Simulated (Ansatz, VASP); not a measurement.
# Fe: VASP beside Ansatz

```
Fe
1.0
     0.00000    1.79391    1.79391
     1.79391    0.00000    1.79391
     1.79391    1.79391    0.00000
Fe
1
Cartesian
  0.0000 0.0000 0.0000
```

Alike in both runs: task single point; functional BLYP; k mesh 17 × 17 × 17; occupations fermi-dirac, width 0.1 eV; no spin polarisation.

|  | VASP | Ansatz |
| --- | --- | --- |
| version | VASP 6.6.1 | Ansatz 0.2.0 |
| potentials or method | VASP PAW PBE potentials, release 64 (Fe) | plane waves (420 eV) with PAW, scalar-relativistic |
| plane-wave cutoff (eV) | 520 | 420 |
| valence electrons in the cell | 8 | 16 |

VASP gave:

- pressure (GPa): -15.8

Question: Estimate Ansatz's values.

Answer: Pressure (GPa): -16.1.

The functional is the same, so the differences come from potentials, cutoffs and numerics. The two sets of potentials don't hold the same shells in valence.

Caveats: so large a pressure means that the cell lies far from this level's equilibrium, or that cutoff or potentials fall short (VASP); the potentials were made for another functional, which shifts forces and pressure (VASP); the run has no spin polarisation, though such a crystal can be magnetic. Spin polarisation is off, so any magnetic state and its effect on volume and gap are missing.
